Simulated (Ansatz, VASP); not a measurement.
**Two plane-wave programs on C**

The input INCAR:

```
SYSTEM = C
PREC     = Accurate       ! precision mode
ENCUT    = 520            ! plane-wave cutoff, eV
EDIFF    = 1E-6           ! SCF threshold, eV
ISMEAR   = 0              ! smearing method
SIGMA    = 0.05           ! smearing width, eV
LREAL    = .False.        ! projectors in reciprocal space
LASPH    = .True.         ! aspherical terms in the spheres
NELM     = 80             ! most SCF steps
ALGO     = Normal         ! electronic algorithm
ISIF     = 2              ! what is computed and relaxed
LWAVE    = .False.        ! write WAVECAR
LCHARG   = .False.        ! write CHGCAR
GGA      = PE             ! functional
IVDW     = 12             ! dispersion correction
NBANDS   = 11             ! bands
```

The input KPOINTS:

```
Automatic mesh
0
Gamma
  15 15 15
  0 0 0
```

File POSCAR:

```
C
1.0
    1.2222687308      0.7056771807      3.3334883167
   -1.2222687308      0.7056771807      3.3334883167
    0.0000000000     -1.4113543615      3.3334883167
C
2
Direct
    0.1628273003      0.1628273003      0.1628273003
    0.8371726997      0.8371726997      0.8371726997
```

Input for Ansatz:

```yaml
crystal:
  lattice:
    - [1.2222687308, 0.7056771807, 3.3334883167]
    - [-1.2222687308, 0.7056771807, 3.3334883167]
    - [0.0, -1.4113543615, 3.3334883167]
  atoms:
    - { symbol: C, position: [0.1628273003, 0.1628273003, 0.1628273003] }
    - { symbol: C, position: [0.8371726997, 0.8371726997, 0.8371726997] }
basis:
  ecutwfc: 520.0
kpoints:
  mp_grid: { grid: [15, 15, 15] }
hamiltonian:
  xc: pbe
  dispersion: d3bj
scf:
  occupations: { method: gaussian, width: 0.05 }
output:
  forces: true
  stress: true
  eigenvalues: true
  write_density: true
  write_potential: true
  elf: true
  volumetric_format: npy
```

Change from the starting cell: mode 4 frozen in at -0.038 Å, equal normal strain along x, y and z -0.0083.

Alike in both runs: task single point; functional PBE; dispersion D3(BJ); k mesh 15 × 15 × 15; occupations gaussian, width 0.05 eV; no spin polarisation.

|  | VASP | Ansatz |
| --- | --- | --- |
| version | VASP 6.6.1 | Ansatz 0.2.0 |
| potentials or method | VASP PAW PBE potentials, release 64 (C) | scalar-relativistic, plane waves, PAW |
| plane-wave cutoff (eV) | 520 | 520 |
| valence electrons in the cell | 8 | 8 |

```csv
,VASP,Ansatz,Ansatz less VASP
gap on the k mesh at the Fermi level (eV),0.81,0.81,0.000
least direct gap on the mesh (eV),0.81,0.81,0.000
pressure (GPa),7.8,7.3,-0.45
largest component of the traceless stress (GPa),8.69,8.16,-0.538
rms of the force components (eV/Å),0.716,0.718,+0.0025
```

Atom by atom the forces differ by 0.003 eV/Å (rms over components).

Caveats: an odd mesh through Γ misses points on the zone boundary, where band edges often lie; forces of over 1 eV/Å show positions far from the minimum, so gaps and moduli don't describe the material at rest.
